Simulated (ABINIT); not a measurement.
## GaN: band structure with r2SCAN

**Measured values to compare with.**

“Studying electronic properties in GaN without electrical contacts using γ-γ vs e−-γ Perturbed Angular Correlations”, 2019, pmc:6823545 quotes, for a bulk crystal of GaN: band gap 3.503 ± 0.005 eV (direct).

Crystal: GaN.

```
Ga N
1.0
     3.18000    0.00000    0.00000
    -1.59000    2.75396    0.00000
     0.00000    0.00000    5.16600
Ga N
2 2
Direct
  0.66667 0.33333 0.50000
  0.33333 0.66667 0.00000
  0.66667 0.33333 0.87500
  0.33333 0.66667 0.37500
```

- Program: ABINIT 10.8.3 (patched build)
- Task: band structure
- Functional: r2SCAN
- Potentials or basis: JTH PAW PBE v2.0
- Cutoff: 844 eV
- k mesh: 10 × 10 × 5
- Occupations: fermi-dirac, width 0.05 eV
- Spin: no spin polarisation
- Fine-grid cutoff: 1442.2 eV

* Pressure: 4.4 GPa
* Largest force: 0.173 eV/Å
* Band gap on the k mesh: 2.38 eV, direct
* Band gap along the path: 2.38 eV, direct
* Valence electrons inside the program's atomic spheres: Ga 11.18; N 2.56

Forces on the atoms (eV/Å):
```
Ga   0.000  0.000 -0.173
Ga   0.000  0.000 -0.173
N    0.000  0.000  0.173
N    0.000  0.000  0.173
```

Stress tensor (GPa, compression positive):
```
3.77 0.00 0.00
0.00 3.77 0.00
0.00 0.00 5.65
```

Levels at the corners of the path, in eV from the valence-band top:
```
point  band 15  band 16  band 17  band 18  band 19  band 20  band 21  band 22
    Γ    -1.10    -0.06     0.00     0.00     2.38     4.85    10.00    10.58
    M    -4.37    -2.87    -2.31    -1.02     5.56     6.15     6.57     9.43
    K    -5.44    -3.12    -3.12    -2.80     5.54     8.60     8.60     9.05
    Γ    -1.10    -0.06     0.00     0.00     2.38     4.85    10.00    10.58
    A    -0.56    -0.56    -0.56    -0.56     4.80     4.80     9.23     9.23
    L    -2.02    -2.02    -1.99    -1.99     4.89     4.89     8.48     8.48
    H    -4.34    -4.34    -1.56    -1.56     7.08     7.08     7.86     7.86
    A    -0.56    -0.56    -0.56    -0.56     4.80     4.80     9.23     9.23
```

It took 8.4 min on 1 thread of Intel(R) Xeon(R) Platinum 8488C (Sapphire Rapids) (shared host), peak memory 0.23 GiB.

Measured gap of GaN: 3.503 eV (direct; quoted in “Studying electronic properties in GaN without electrical contacts using γ-γ vs e−-γ Perturbed Angular Correlations”, 2019, pmc:6823545). This calculation gives 2.38 eV (-1.12 eV). Spin-orbit coupling on Ga is left out. The value is that of r2SCAN, without temperature or zero-point motion.

Caveat: the PAW data sets were made with another functional, which shifts forces and pressure a little.
